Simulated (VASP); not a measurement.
# K (Fm-3m) in VASP: further runs

Runs on K. Level: PBE. Tasks: single point.

Everything below comes from runs of VASP 6.6.1. Logs are shortened: lines on timing, memory, paths and dates and some standing lists are left out, and cuts for length are marked.

## (1) Starting point

Symmetry: Fm-3m, No. 225, cubic system. Conventional cell: a = 6.598 Å, b = 6.598 Å, c = 6.598 Å, α = 90.00°, β = 90.00°, γ = 90.00°.

The cell was built by a generator and needn't be a form met in nature.

## (2) Single point, PBE

Input file INCAR:

```
SYSTEM = K
PREC = Accurate ; ENCUT = 520
EDIFF = 1E-6 ; ISMEAR = 0
SIGMA = 0.05 ; LREAL = .False.
LASPH = .True. ; NELM = 60
ALGO = Normal ; ISIF = 2
LWAVE = .False. ; LCHARG = .False.
GGA = PE ; NBANDS = 10
```

Input file KPOINTS:

```
Automatic mesh
0
Gamma
  12 12 12
  0 0 0
```

Input file POSCAR:

```
K
1.0
    0.0000000000      3.2990801109      3.2990801109
    3.2990801109      0.0000000000      3.2990801109
    3.2990801109      3.2990801109      0.0000000000
K
1
Direct
    0.0000000000      0.0000000000      0.0000000000
```

Potentials or basis: VASP PAW PBE potentials, release 64 (K_sv).

Started as:

```bash
$ cat potpaw_PBE.64/K_sv/POTCAR > POTCAR
$ mpirun -np 1 vasp_std > vasp.out
```

OUTCAR:

```text
SYSTEM = K
   PREC = Accurate
   ENCUT = 520
   EDIFF = 1E-6
   ISMEAR = 0
   LREAL = .False.
   LASPH = .True.
   NELM = 60
   ISIF = 2
   GGA = PE

 ion  position               nearest neighbor table
   1  0.000  0.000  0.000-

  LATTYP: Found a face centered cubic cell.
 ALAT       =     6.5981602218

  Lattice vectors:

 A1 = (   0.0000000000,   3.2990801109,   3.2990801109)
 A2 = (   3.2990801109,   0.0000000000,   3.2990801109)
 A3 = (   3.2990801109,   3.2990801109,   0.0000000000)

Analysis of symmetry for initial positions (statically):
=====================================================================
 Subroutine PRICEL returns:
 Original cell was already a primitive cell.

 Routine SETGRP: Setting up the symmetry group for a
 face centered cubic supercell.

 Subroutine GETGRP returns: Found 48 space group operations
 (whereof 48 operations were pure point group operations)
 out of a pool of 48 trial point group operations.

The static configuration has the point symmetry O_h .

Analysis of symmetry for dynamics (positions and initial velocities):
=====================================================================
 Subroutine PRICEL returns:
 Original cell was already a primitive cell.

 Routine SETGRP: Setting up the symmetry group for a
 face centered cubic supercell.

 Subroutine GETGRP returns: Found 48 space group operations
 (whereof 48 operations were pure point group operations)
 out of a pool of 48 trial point group operations.

The dynamic configuration has the point symmetry O_h .

 Subroutine INISYM returns: Found 48 space group operations
 (whereof 48 operations are pure point group operations),
 and found     1 'primitive' translations

----------------------------------------------------------------------------------------

                                     Primitive cell

  volume of cell :      71.8139

  direct lattice vectors                    reciprocal lattice vectors
     0.000000000  3.299080111  3.299080111    -0.151557399  0.151557399  0.151557399
     3.299080111  0.000000000  3.299080111     0.151557399 -0.151557399  0.151557399
     3.299080111  3.299080111  0.000000000     0.151557399  0.151557399 -0.151557399

  length of vectors
     4.665603836  4.665603836  4.665603836     0.262505115  0.262505115  0.262505115

  position of ions in fractional coordinates (direct lattice)
     0.000000000  0.000000000  0.000000000

  ion indices of the primitive-cell ions
   primitive index   ion index
                 1           1

----------------------------------------------------------------------------------------

 KPOINTS: Automatic mesh

Automatic generation of k-mesh.
 Grid dimensions read from file:
 generate k-points for:   12   12   12

 Generating k-lattice:

  Cartesian coordinates                     Fractional coordinates (reciprocal lattice)
    -0.012629783  0.012629783  0.012629783     0.083333333  0.000000000  0.000000000
     0.012629783 -0.012629783  0.012629783     0.000000000  0.083333333  0.000000000
     0.012629783  0.012629783 -0.012629783     0.000000000  0.000000000  0.083333333

  Length of vectors
     0.021875426  0.021875426  0.021875426

  Shift w.r.t. Gamma in fractional coordinates (k-lattice)
     0.000000000  0.000000000  0.000000000

 Subroutine IBZKPT returns following result:
 ===========================================

 Found     72 irreducible k-points:

 Following reciprocal coordinates:
            Coordinates               Weight
  0.000000  0.000000  0.000000      1.000000
  0.083333  0.000000  0.000000      8.000000
  0.166667  0.000000  0.000000      8.000000
  0.250000  0.000000  0.000000      8.000000
  0.333333  0.000000  0.000000      8.000000
  0.416667  0.000000  0.000000      8.000000
[... 16 lines left out ...]
  0.500000  0.166667  0.000000     24.000000
 -0.416667  0.166667  0.000000     24.000000
 [... further k-points ...]
   k-points           NKPTS =     72   k-points in BZ     NKDIM =     72   number of bands    NBANDS=     10
   number of dos      NEDOS =    301   number of ions     NIONS =      1
   total plane-waves  NPLWV =  46656
   dimension x,y,z NGX =    36 NGY =   36 NGZ =   36
   dimension x,y,z NGXF=    72 NGYF=   72 NGZF=   72
   ions per type =               1
   NGX,Y,Z   is equivalent  to a cutoff of  12.83, 12.83, 12.83 a.u.
   NGXF,Y,Z  is equivalent  to a cutoff of  25.66, 25.66, 25.66 a.u.
 SYSTEM =  K
   PREC   = accura    normal or accurate (medium, high low for compatibility)
   ISTART =      0    job   : 0-new  1-cont  2-samecut
   ICHARG =      2    charge: 1-file 2-atom 10-const
   ISPIN  =      1    spin polarized calculation?
   LNONCOLLINEAR =      F non collinear calculations
   LSORBIT =      F    spin-orbit coupling
   LASPH  =      T    aspherical Exc in radial PAW
   ENCUT  =  520.0 eV  38.22 Ry    6.18 a.u.   8.67  8.67  8.67*2*pi/ulx,y,z
   NELM   =     60;   NELMIN=  2; NELMDL= -5     # of ELM steps
   EDIFF  = 0.1E-05   stopping-criterion for ELM
   LREAL  =      F    real-space projection
[... 7 lines left out ...]
   TEBEG  =    0.0;   TEEND  =   0.0 temperature during run
   PSTRESS=    0.0 pullay stress
   NELECT =       9.0000    total number of electrons
   NUPDOWN=      -1.0000    fix difference up-down
   EMIN   =  10.00;   EMAX   =-10.00  energy-range for DOS
   EFERMI =   0.00;   METHOD = LEGACY
   ISMEAR =     0;   SIGMA  =   0.05  broadening in eV -4-tet -1-fermi 0-gaus
   EFERMI_NEDOS =   21; number of points for ismear=-14 and -15
   IALGO  =     38    algorithm
   IMIX   =      4    mixing-type and parameters
     AMIX     =   0.40;   BMIX     =  1.00
     AMIX_MAG =   1.60;   BMIX_MAG =  1.00
  volume/ion in A,a.u.               =      71.81       484.62
  Fermi-wavevector in a.u.,A,eV,Ry     =   0.819256  1.548169  9.131957  0.671180
  Thomas-Fermi vector in A             =   1.930028
   LORBIT       =      0    0 simple, 1 ext, 2 COOP (PROOUT), +10 PAW based schemes
   GGA     = PE    functional components
   LHFCALC =     F    Hartree Fock is set to
   AEXX    =    0.0000 exact exchange contribution
   IVDW    =     0    specifies the selected vdW correction
   LEPSILON=     F    determine dielectric tensor
   LRPA    =     F    only Hartree local field effects (RPA)
 non-spin polarized calculation
 Gauss-broadening in eV      SIGMA  =   0.05
  energy-cutoff  :      520.00
  volume of cell :       71.81
 maximum number of plane-waves:      1964
   NGX = 17   NGY = 17   NGZ = 17

 number of electron       9.0000000 magnetization

 Free energy of the ion-electron system (eV)
  ---------------------------------------------------
  ext. energy  EPLUGINS =         0.00000000
  ---------------------------------------------------
  free energy    TOTEN  =        -1.04807879 eV

  energy without entropy =       -1.04723027  energy(sigma->0) =       -1.04765453

 E-fermi :  -0.1014     XC(G=0):  -5.7086

 val. band max:       -0.1403143637   @ k =   0.5000   0.2500   0.0833
 cond. band min:      -0.0642376739   @ k =  -0.4167   0.0833   0.0000
 fundamental gap:      0.0760766898
 Fermi energy:        -0.1014264273

 k-point     1 :       0.0000    0.0000    0.0000
  band No.  band energies     occupation
      1     -32.1805      2.00000
      2     -15.6293      2.00000
      3     -15.6293      2.00000
      4     -15.6293      2.00000
      5      -2.2580      2.00000
      6       4.1662      0.00000
      7       4.1662      0.00000
      8       4.1662      0.00000
      9       5.4357      0.00000
     10       5.4357      0.00000

 k-point     2 :       0.0833    0.0000    0.0000
  band No.  band energies     occupation
      1     -32.1802      2.00000
      2     -15.6343      2.00000
      3     -15.6300      2.00000
      4     -15.6300      2.00000
      5      -2.1747      2.00000
      6       3.9329      0.00000
      7       4.1993      0.00000
      8       4.1993      0.00000
      9       5.3585      0.00000
     10       5.3585      0.00000

 k-point     3 :       0.1667    0.0000    0.0000
  band No.  band energies     occupation
      1     -32.1794      2.00000
      2     -15.6477      2.00000
      3     -15.6319      2.00000
      4     -15.6319      2.00000
      5      -1.9286      2.00000
      6       3.3817      0.00000
      7       4.2563      0.00000
      8       4.2563      0.00000
      9       5.2410      0.00000
     10       5.2410      0.00000

 k-point     4 :       0.2500    0.0000    0.0000
  band No.  band energies     occupation
      1     -32.1784      2.00000
      2     -15.6659      2.00000
      3     -15.6344      2.00000
      4     -15.6344      2.00000
      5      -1.5305      2.00000
      6       2.6904      0.00000
      7       4.2251      0.00000
      8       4.2251      0.00000
      9       5.3058      0.00000
     10       5.3058      0.00000
[... 222 lines left out ...]
 k-point    22 :       0.4167    0.1667    0.0000
  band No.  band energies     occupation
      1     -32.1765      2.00000
      2     -15.6866      2.00000
      3     -15.6461      2.00000
      4     -15.6434      2.00000
      5      -0.5349      2.00000
      6       1.8191      0.00000
      7       3.3455      0.00000
      8       4.1768      0.00000
      9       5.0887      0.00000
     10       6.1603      0.00000

 k-point    23 :       0.5000    0.1667    0.0000
  band No.  band energies     occupation
      1     -32.1760      2.00000
      2     -15.6944      2.00000
      3     -15.6500      2.00000
      4     -15.6435      2.00000
      5       0.1225      0.00000
      6       1.0875      0.00000
      7       3.2124      0.00000
      8       4.1177      0.00000
      9       5.2781      0.00000
     10       6.2528      0.00000

 k-point    24 :      -0.4167    0.1667    0.0000
  band No.  band energies     occupation
      1     -32.1759      2.00000
      2     -15.6950      2.00000
      3     -15.6524      2.00000
      4     -15.6421      2.00000
      5       0.3546      0.00000
      6       0.8506      0.00000
      7       3.1341      0.00000
      8       4.1183      0.00000
      9       5.4785      0.00000
     10       5.9504      0.00000

 [... further k-points ...]

------------------------ aborting loop because EDIFF is reached ----------------------------------------

  FORCE on cell =-STRESS in cart. coord.  units (eV):
  Direction    XX          YY          ZZ          XY          YZ          ZX
  --------------------------------------------------------------------------------------
  -------------------------------------------------------------------------------------
  Total        0.0433624      0.0433624      0.0433624      0.0000000     -0.0000000      0.0000000
  in kB        0.9674198      0.9674198      0.9674198      0.0000000     -0.0000000      0.0000000
  external PRESSURE =       0.9674198 kB  Pullay stress =       0.0000000 kB

 VOLUME and BASIS-vectors are now :
 -----------------------------------------------------------------------------
  energy-cutoff  :      520.00
  volume of cell :       71.81
      direct lattice vectors                 reciprocal lattice vectors
     0.000000000  3.299080111  3.299080111    -0.151557399  0.151557399  0.151557399
     3.299080111  0.000000000  3.299080111     0.151557399 -0.151557399  0.151557399
     3.299080111  3.299080111  0.000000000     0.151557399  0.151557399 -0.151557399

 POSITION                                       TOTAL-FORCE (eV/Angst)
 -----------------------------------------------------------------------------------
      0.00000      0.00000      0.00000        -0.000000     -0.000000     -0.000000
 -----------------------------------------------------------------------------------
    total drift:                               -0.000000      0.000000      0.000000

  FREE ENERGIE OF THE ION-ELECTRON SYSTEM (eV)
  ---------------------------------------------------
  free  energy   TOTEN  =        -1.0480787934 eV

  energy  without entropy=       -1.0472302679  energy(sigma->0) =       -1.04765453
```

Run time: 20 s. Hardware: 1 thread of Intel Xeon Platinum 8488C (Sapphire Rapids), shared host; peak memory 0.21 GiB.

What came out:

| Property | Result |
| --- | --- |
| Free energy | -1.0481 eV |
| Pressure | 0.1 GPa |
| Band gap on the k mesh | none (metal or under the smearing width) |

Levels at points of the mesh, in eV from the Fermi level:
| k point | band 1 | band 2 | band 3 | band 4 | band 5 | band 6 | band 7 | band 8 | band 9 | band 10 |
| --- | --- | --- | --- | --- | --- | --- | --- | --- | --- | --- |
| (0.00, 0.00, 0.00) | -32.08 | -15.53 | -15.53 | -15.53 | -2.16 | 4.27 | 4.27 | 4.27 | 5.54 | 5.54 |
| (0.50, 0.00, 0.00) | -32.07 | -15.60 | -15.54 | -15.54 | 0.36 | 0.59 | 4.05 | 4.05 | 6.27 | 6.34 |
| (0.50, 0.50, 0.00) | -32.07 | -15.60 | -15.55 | -15.55 | 0.94 | 1.44 | 2.37 | 5.04 | 5.04 | 5.74 |

## (3) Single point, PBE

This run uses another cell than the first one, of 73.94 Å³/atom, 1.030 times its volume.

Input file INCAR:

```
SYSTEM = K
  PREC = Accurate
  ENCUT = 520
  EDIFF = 1E-7
  ISMEAR = 0
  SIGMA = 0.05
  LREAL = .False.
  LASPH = .True.
  NELM = 60
  ALGO = Fast
  ISIF = 2
  LWAVE = .False.
  LCHARG = .False.
  GGA = PE
  NBANDS = 10
```

Input file KPOINTS:

```
regular mesh
0
Gamma
  12 12 12
  0 0 0
```

Input file POSCAR:

```
K
1.0
    0.0000000000      3.3313151716      3.3313151716
    3.3313151716      0.0000000000      3.3313151716
    3.3313151716      3.3313151716      0.0000000000
K
1
Direct
    0.0000000000      0.0000000000      0.0000000000
```

Potentials or basis: VASP PAW PBE potentials, release 64 (K_sv).

Started as:

```bash
$ cat potpaw_PBE.64/K_sv/POTCAR > POTCAR
$ mpirun -np 1 vasp_std > vasp.out
```

It took 36 s on 1 thread of Intel Xeon Platinum 8488C (Sapphire Rapids), shared host; peak memory 0.22 GiB.

It converged, with:

| Quantity | Value |
| --- | --- |
| Free energy | -1.0488 eV |
| Pressure | 0.0 GPa |
| Band gap on the k mesh | none (metal or under the smearing width) |

Levels at points of the mesh, in eV from the Fermi level:
```csv
k point,band 3,band 4,band 5,band 6,band 7,band 8
"(0.00, 0.00, 0.00)",-15.55,-15.55,-2.12,4.24,4.24,4.24
"(0.50, 0.00, 0.00)",-15.56,-15.56,0.36,0.58,4.02,4.02
"(0.50, 0.50, 0.00)",-15.57,-15.57,0.95,1.41,2.37,4.94
```
